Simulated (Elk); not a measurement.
An Elk run on Ti with settings drawn from a wide range, so not all are converged; totals and levels move with the basis, and no second program has checked them. The calculation used DFT, LDA (Perdew-Zunger), all-electron APW+lo, Dirac cores, scalar-relativistic bands with second-variational spin-orbit coupling (Elk 11.2.3 with local patches). Elk's input is in atomic units.

Command: `OMP_NUM_THREADS=1 elk` The run took 0.02 s on 1 thread of Arm Neoverse V1, with other jobs on the host, peak memory 0.03 GiB.

```
tasks
  0
  110
  115

xctype
  2

rgkmax
  6.5

gmaxvr
  14

lmaxapw
  10

lmaxo
  8

lmaxi
  4

nrmtscf
  1

nempty
  6

epspot
  1e-05

epsengy
  0.0001

maxscl
  60

swidth
  0.001

stype
  0

lradstp
  4

mixtype
  3

hmaxvr
  6

tforce
  .true.

spinorb
  .true.

sppath
  './'

avec
  -3.18162287115 3.18162287115 3.18162287115
  3.18162287115 -3.18162287115 3.18162287115
  3.18162287115 3.18162287115 -3.18162287115

atoms
  1
  'Ti.in'
  1
  0.000000000000 0.000000000000 0.000000000000   0.000 0.000 0.000

ngridk
  11 11 11
```

Muffin-tin radii in the species files: Ti 1.92 bohr.

The geometry is COD entry 9012924, unchecked; take it as a test cell. The listed cell was then made from it by scaling, straining or moving an atom.

Task: What does the run give?

Result: It refused before any iteration.
```
Error(init0): requested spin-polarised run with spin-unpolarised
 exchange-correlation functional
```
